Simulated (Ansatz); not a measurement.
HfO2:

```
CELL_PARAMETERS angstrom
5.11800 0.00000 0.00000
0.00000 5.18570 0.00000
-0.85866 0.00000 5.21387
ATOMIC_POSITIONS crystal
Hf 0.27550 0.46030 0.70800
Hf 0.72450 0.96030 0.79200
Hf 0.72450 0.53970 0.29200
Hf 0.27550 0.03970 0.20800
O 0.07420 0.16840 0.84670
O 0.92580 0.66840 0.65330
O 0.92580 0.83160 0.15330
O 0.07420 0.33160 0.34670
O 0.44870 0.74190 0.98010
O 0.55130 0.24190 0.51990
O 0.55130 0.25810 0.01990
O 0.44870 0.75810 0.48010
```

```yaml
Program: Ansatz 0.2.0
Task: relaxation of cell and atoms
Functional: revPBE
Potentials_or_basis: Ansatz PAW
Cutoff: "420 eV (not typed: the program's choice for these potentials)"
k_mesh: 5 × 5 × 5
Occupations: fermi-dirac, width 0.05 eV
Spin: no spin polarisation
```

At the start: volume 11.53 Å³/atom.

**Question.** Where does the relaxation end?

**Answer.** It ends after 9 steps and the volume is 12.03 Å³/atom (+4.3 %); space group P2_1/c (No. 14, to 0.05 Å).

Step by step:
```tsv
step	energy change (eV)	largest force (eV/Å)	volume (Å³)
1	0.0000	0.4965	138.38
2	-0.1247	0.2118	144.74
3	-0.1489	0.1256	144.09
4	-0.1521	0.0651	144.35
5	-0.1570	0.0344	143.92
6	-0.1568	0.0104	144.06
7	-0.1882	0.0114	144.06
8	-0.1875	0.0024	144.30
9	-0.1886	0.0024	144.30
```

Final structure:
```
Hf O
1.0
     5.19110    0.00000   -0.01700
     0.00000    5.23328    0.00000
    -0.88824    0.00000    5.31471
Hf O
4 8
Direct
  0.27510 0.45670 0.70851
  0.72490 0.95670 0.79149
  0.72490 0.54330 0.29149
  0.27510 0.04330 0.20851
  0.06575 0.17417 0.85111
  0.93425 0.67417 0.64889
  0.93425 0.82583 0.14889
  0.06575 0.32583 0.35111
  0.45023 0.74305 0.97473
  0.54977 0.24305 0.52527
  0.54977 0.25695 0.02527
  0.45023 0.75695 0.47473
```

Caveat: the plane-wave basis is chosen anew once the cell has moved, so the energies of steps on either side of that aren't comparable; the pressure holds a Pulay correction of +0.7 GPa for the finite cutoff; the PAW data sets come from PBE, with cores solved anew for the run's functional, which leaves a small shift of forces and pressure.
